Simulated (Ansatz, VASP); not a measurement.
# SrCl2 in VASP and in Ansatz

Contents of INCAR:

```
  PREC = Accurate
  ENCUT = 520
  EDIFF = 1E-7
  ISMEAR = -5
  SIGMA = 0.1
  LREAL = F
  LASPH = T
  NELM = 60
  ALGO = Normal
  ISIF = 2
  LWAVE = F
  LCHARG = F
  GGA = PE
  NBANDS = 19
```

File KPOINTS:

```
Automatic mesh
0
Gamma
  4 4 4
```

POSCAR

```
SrCl2
1.0
    0.0000000000      3.4976509443      3.4976509443
    3.4976509443      0.0000000000      3.4976509443
    3.4976509443      3.4976509443      0.0000000000
Sr Cl
1 2
Direct
    0.0000000000      0.0000000000      0.0000000000
    0.2500000000      0.2500000000      0.2500000000
    0.7500000000      0.7500000000      0.7500000000
```

Input for Ansatz:

```yaml
crystal:
  lattice:
    - [0.0, 3.4976509443, 3.4976509443]
    - [3.4976509443, 0.0, 3.4976509443]
    - [3.4976509443, 3.4976509443, 0.0]
  atoms:
    - { symbol: Sr, position: [0.0, 0.0, 0.0] }
    - { symbol: Cl, position: [0.25, 0.25, 0.25] }
    - { symbol: Cl, position: [0.75, 0.75, 0.75] }
kpoints:
  mp_grid: { grid: [4, 4, 4] }
hamiltonian:
  xc: pbe
scf:
  occupations: { method: tetrahedron }
  n_extra_bands: 4
output:
  forces: true
  stress: true
  eigenvalues: true
```

Alike in both runs: task single point; functional PBE; k mesh 4 × 4 × 4; occupations tetrahedron; no spin polarisation.

```csv
,VASP,Ansatz
version,VASP 6.6.1,Ansatz 0.2.0
potentials or method,"VASP PAW PBE potentials, release 64 (Sr_sv, Cl)",plane waves
plane-wave cutoff (eV),520,420
valence electrons in the cell,24,24
```

```csv
,VASP,Ansatz,Ansatz less VASP
gap on the k mesh at the Fermi level (eV),5.31,5.31,+0.005
pressure (GPa),0.8,0.7,-0.08
```

Ansatz warned: «band_table_not_solved_further».

A k mesh can miss the band edges. A hybrid or GW would open this gap; PBE tends to underestimate it.
